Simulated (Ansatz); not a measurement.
BaSnO3: pressure −1 GPa

Start from BaSnO$_{3}$ in the cubic perovskite structure (space group Pm-3m, No. 221; a = 4.131 Å).

Now apply this change: a negative pressure, −1 GPa.

All numbers come from Kohn–Sham DFT with the r2SCAN functional, run in Ansatz (a first-principles code) with PAW and 500 eV plane waves, no SOC. Settings: 8×8×8 k-points, 0.05 eV Fermi–Dirac smearing.

The density shrinks by 0.05 g/cm³ (7.16 g/cm³ → 7.11 g/cm³) and the lattice parameter a rises by 0.9 pm, from 413.1 pm to 414.0 pm. The enthalpy H = E + PV relative to the base's energy comes out as -0.09 eV/atom and the band gap shrinks by 0.08 eV (1.56 eV → 1.48 eV). The gap character remains indirect, R → Γ and the width of the top valence band stays 1.00 eV. The electron mass is still 0.19 mₑ (at Γ).

Load acts through the strain it causes; cell and atoms are relaxed under it. Effective masses come from finite differences of ±0.01 Å⁻¹. No phonon test of stability was made.
